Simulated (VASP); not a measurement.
Si, 2 atoms in the cell. Symmetry: Fd-3m, No. 227, cubic system. Conventional cell: a = 5.553 Å, b = 5.553 Å, c = 5.553 Å, α = 90.00°, β = 90.00°, γ = 90.00°. Around Si (site symmetry -43m) lie 4 Si at 2.40 Å. The cell was built by a generator and needn't be a form met in nature. The cell isn't the ideal one: hydrostatic strain +2.0%.

```yaml
Program: VASP 6.6.1
Task: single point
Functional: PBE
Potentials_or_basis: VASP PAW PBE potentials, release 64 (Si)
Cutoff: 520 eV
k_mesh: 8 × 8 × 8
Occupations: fermi-dirac, width 0.02 eV
Spin: no spin polarisation
Dipole_correction: no
Further_INCAR_settings: ALGO = Normal; EDIFF = 1e-06; NBANDS = 11
```

Potentials or basis: VASP PAW PBE potentials, release 64 (Si).

Run with:

```console
$ cat potpaw_PBE.64/Si/POTCAR > POTCAR
$ mpirun -np 1 vasp_std > vasp.out
```

Hardware: 1 thread of Intel(R) Xeon(R) Platinum 8488C (Sapphire Rapids) (shared host).

Q: How long does it take, and how much memory?

A: Run time: 17 s on 1 thread of Intel(R) Xeon(R) Platinum 8488C (Sapphire Rapids) (shared host), peak memory 0.16 GiB. Counts: scf iterations 12, k points 29.
